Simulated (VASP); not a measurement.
Mg2Sn, 3 atoms in the cell. It takes space group Fm-3m (No. 225, cubic). Conventional cell: a = 6.739 Å, b = 6.739 Å, c = 6.739 Å, α = 90.00°, β = 90.00°, γ = 90.00°. Mg (site symmetry -43m) has 4 Sn at 2.92 Å as nearest neighbours. Sn (site symmetry m-3m) is surrounded by 8 Mg at 2.92 Å. 

```yaml
Program: VASP 6.6.1
Task: relaxation of cell and atoms
Functional: LDA
Potentials_or_basis: VASP PAW LDA potentials, release 64 (Mg, Sn_d)
Cutoff: 600 eV
k_mesh: 10 × 10 × 10
Occupations: methfessel-paxton, width 0.1 eV
Spin: no spin polarisation
Further_INCAR_settings: ALGO = Normal; EDIFF = 1e-06; IBRION = 2; EDIFFG = -0.01; NSW = 90; ISIF = 3
```

Potentials or basis: VASP PAW LDA potentials, release 64 (Mg, Sn_d).

Command:

```bash
$ cat potpaw_LDA.64/Mg/POTCAR potpaw_LDA.64/Sn_d/POTCAR > POTCAR
$ mpirun -np 2 vasp_std > vasp.out
```

Hardware: 2 MPI ranks on AMD EPYC 9R45 (Zen 5) (shared host).

Q: Estimate the wall time of this run.

A: Wall time 30 s on 2 MPI ranks on AMD EPYC 9R45 (Zen 5) (shared host), peak memory 0.2 GiB a rank. Counts: scf iterations 19, k points 47, ion steps 2.
